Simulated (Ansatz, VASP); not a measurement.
# One calculation of Al16H, two programs

```
Al H
1.0
     5.72757    0.00000    0.00000
     2.86378    4.96022    0.00000
     0.00000    0.00000   18.01481
Al H
16 1
Direct
  0.00000 0.00000 0.05551
  0.50000 0.00000 0.05551
  0.00000 0.50000 0.05551
  0.50000 0.50000 0.05551
  0.16383 0.16405 0.18352
  0.67217 0.16406 0.18352
  0.16388 0.67230 0.18352
  0.66662 0.66683 0.18461
  0.83737 0.32532 0.31500
  0.33324 0.33363 0.31307
  0.83725 0.83747 0.31494
  0.32529 0.83749 0.31495
  0.00003 0.99989 0.46853
  0.49860 0.00291 0.44042
  0.00238 0.49908 0.44046
  0.49867 0.49909 0.44047
  0.99923 0.00241 0.55872
```

Alike in both runs: functional PBEsol; k mesh 3 × 3 × 1; occupations fermi-dirac, width 0.05 eV; no spin polarisation.

Ansatz relaxed the structure, and its values are those at the end. VASP's run is a single point on that final structure, the one shown.

|  | VASP | Ansatz |
| --- | --- | --- |
| version | VASP 6.6.1 | Ansatz 0.2.0 |
| potentials or method | VASP PAW PBE potentials, release 64 (Al, H) | scalar-relativistic, plane waves, PAW |
| plane-wave cutoff (eV) | 520 | 420 |
| valence electrons in the cell | 49 | 49 |

|  | VASP | Ansatz | Ansatz less VASP |
| --- | --- | --- | --- |
| rms of the force components (eV/Å) | 0.016 | 0.017 | +0.0008 |

With one functional, cell and mesh, what is left measures potentials, basis and numerics. Ansatz warned: «pseudo_functional_mismatch».

Caveats: the k mesh is coarse (spacing up to 0.42 Å⁻¹), so the values aren't converged; the PAW data sets were made with another functional, which shifts forces and pressure a little (VASP).
